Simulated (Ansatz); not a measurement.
# Ti/MgO/TiB2: predicting the conductance of a thicker barrier

Set-up. Ansatz 0.2.0, plane waves with PAW datasets, PBE. Interfaces are relaxed in a short slab (with D3(BJ) where the barrier is layered), set between ideal electrode layers that go on as semi-infinite leads, and the zero-bias conductance G at 300 K comes from T(E) on a typed mesh. The error is the largest of the program's estimates from energy step, mesh, the leads' potential steps and neutrality; its separate bound for narrow resonances between the energies solved isn't counted and can be far larger. The lower electrode is Ti (hcp 0001), the upper TiB2 (AlB2 0001) and the barrier MgO (rock salt 111), on a net of side 2.93 Å; d is the distance between the electrodes' last planes.

Runs in hand:

| planes in the barrier | d (Å) | G (S/m²) | error (%) | lead step (meV) |
| --- | --- | --- | --- | --- |
| 5 | 9.68 | 7.01e11 | 48 | 53 |
| 7 | 12.16 | 1.46e11 | 46 | 53 |
| 9 | 14.64 | 3.37e10 | 34 | 32 |
| 11 | 17.12 | 8.10e9 | 58 | 53 |

Q: A further run has 13 planes, d = 19.59 Å. Fit G ∝ exp(−βd) to the rows shown and predict its conductance.

Working: Take y = ln G: 27.28, 25.71, 24.24 and 22.82. The means are d = 13.40 Å and y = 25.01; Σ(Δd Δy) = −18.41 and Σ(Δd)² = 30.75, so the slope is −0.599 Å⁻¹ (β = 0.599 Å⁻¹). At d = 19.59 Å, y = 25.01 − 0.599 × 6.19 = 21.30, or G = 1.79e9 S/m².

Check: The run gave 2.00e9 S/m², with an error estimate of 60 % and a lead step of 53 meV. The prediction is 0.895 times that, too low by 10 %. That lies within the runs' own error estimates, carried through the fit.

Caveats: The interfaces are ideal, one cell wide, strained to a common net and relaxed from one registry with their symmetry kept. PBE's gaps are too small, so true decay constants are likely larger where the Fermi level lies deep in a gap. No spin-orbit coupling, phonons, disorder or image charges enter. The rows shown are chosen by tests on error estimates (under 100 to 120 %), lead steps (under 150 meV, though the program warns over 25), intact interfaces and, for fits, a steady trend in the rows shown; the data set holds 414 series of this kind, and not all pass.
